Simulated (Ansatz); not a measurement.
## How settings move the zone-centre phonons of SrO

Theory: DFT PBEsol, scalar-relativistic, plane waves, PAW (Ansatz 0.2.0). Plane waves to 420 eV; Γ-centred k mesh 8×8×8; fixed occupations. No spin polarisation. Phonons by linear response, acoustic sum rule imposed.

The cell is fixed (symmetry leaves no force on the atoms) and stands under 3.6 GPa:
```
CELL_PARAMETERS angstrom
0.00000 2.72360 2.72360
2.72360 0.00000 2.72360
2.72360 2.72360 0.00000
ATOMIC_POSITIONS crystal
Sr 0.00000 0.00000 0.00000
O 0.25000 0.25000 0.25000
```

The cell is the ideal cubic zincblende prototype; this isn't the usual structure of the compound.

At these settings the run gives the optical modes at Γ (cm⁻¹, by rank, those that always equal the one before left out, no LO field; i marks imaginary), ε∞ and the mean Born charge of atom 1:
```
      setting mode 1    ε∞  Z* of atom 1
reference run     356  3.47          2.15
```

One thing at a time is changed: k mesh 4×4×4; XC grid level 1; field response on the run's own k mesh; cutoff 300 eV; occupations cold, width 0.3 eV. What does each run give?

Answers

```tsv
setting	mode 1	ε∞	Z* of atom 1
k mesh 4×4×4	357	3.47	2.15
XC grid level 1	356	3.47	2.15
field response on the run's own k mesh	356	3.47	2.15
cutoff 300 eV	363	3.47	2.15
occupations cold, width 0.3 eV	356	3.47	2.15
```
The reference run stands for the crystal at ordinary settings. Below the recommended cutoff: cutoff 300 eV. No effect at these digits: XC grid level 1; field response on the run's own k mesh; occupations cold, width 0.3 eV.

Cost: 6 runs of about 3.5 core-minutes in all, on Arm Neoverse N1 (shared hosts).